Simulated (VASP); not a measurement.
HfH2:

```xyz
3
Lattice="-1.7390 1.7390 2.1805 1.7390 -1.7390 2.1805 1.7390 1.7390 -2.1805" Properties=species:S:1:pos:R:3 pbc="T T T"
Hf    0.0000    0.0000    0.0000
H     0.0000    1.7390    1.0902
H     1.7390    0.0000    1.0902
```

```yaml
Program: VASP 6.6.1
Task: relaxation of cell and atoms
Functional: r2SCAN
Potentials_or_basis: VASP PAW PBE potentials, release 64 (Hf_pv, H)
Cutoff: 600 eV
k_mesh: 16 × 16 × 16
Occupations: methfessel-paxton, width 0.1 eV
Spin: no spin polarisation
```

At the start: pressure -3.8 GPa; volume 8.79 Å³/atom.

Where does the relaxation end?

Over 6 steps the energy falls by 2.8 meV/atom and the volume is 8.56 Å³/atom (-2.6 %); space group I4/mmm (No. 139, to 0.05 Å).

The path:
```
step  energy change (eV)  largest force (eV/Å)  pressure (GPa)  volume (Å³)
   1              0.0000                0.0000           -3.84        26.38
   2             -0.0078                0.0000            0.84        25.58
   3             -0.0082                0.0000            0.01        25.71
   4             -0.0082                0.0000            0.11        25.70
   5             -0.0083                0.0000            0.09        25.69
   6             -0.0085                0.0000            0.08        25.68
```

Final structure:
```
CELL_PARAMETERS angstrom
-1.72828 1.72828 2.14969
1.72828 -1.72828 2.14969
1.72828 1.72828 -2.14969
ATOMIC_POSITIONS crystal
Hf 0.00000 0.00000 0.00000
H 0.75000 0.25000 0.50000
H 0.25000 0.75000 0.50000
```

Caveat: the PAW data sets were made with another functional, which shifts forces and pressure a little.
